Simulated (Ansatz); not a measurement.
**CuO: how the plane-wave cutoff moves the results**

Level of theory: DFT PBEsol, scalar-relativistic, plane waves, PAW in Ansatz.

```
CELL_PARAMETERS angstrom
2.00210 -2.20101 0.02916
1.95213 2.15481 -0.02258
0.00851 -0.06194 5.17970
ATOMIC_POSITIONS crystal
Cu 0.99675 0.54156 0.06561
Cu 0.52110 0.97100 0.49870
O 0.50066 0.47144 0.24775
O 0.51788 0.51296 0.72346
```

* Γ-centred k-mesh: 10×10×6
* occupation rule: Gaussian smearing, 0.1 eV
* spin treatment: unpolarised
* valence charge of the PAW sets: Cu 19, O 6

The atoms are held and the plane-wave cutoff is swept. Energies are extrapolated to zero smearing and count from the reference run, 600 eV. The cell was strained and its atoms displaced at random, so that forces don't vanish. Pressure is positive in compression and holds a correction for the finite cutoff (Pulay stress).

Times are rough; the reference took 69 s on 1 thread of Arm Neoverse V1, on a shared host, peak memory 0.68 GiB.

```
cutoff (eV)  ΔE (meV/atom) P (GPa) largest change of a force component (eV/Å) plane waves at Γ  wall time (s)
        200          10983    21.78                                       2.781               283             21
        250           2149     7.53                                       0.793               399             24
        300            368     3.59                                       0.086               533             30
        350           57.8     3.58                                       0.031               667             35
        420           4.85     3.68                                       0.002               855             42
        600           0.00     3.69                                       0.000              1481             69
```

This form isn't the usual stable structure of the compound.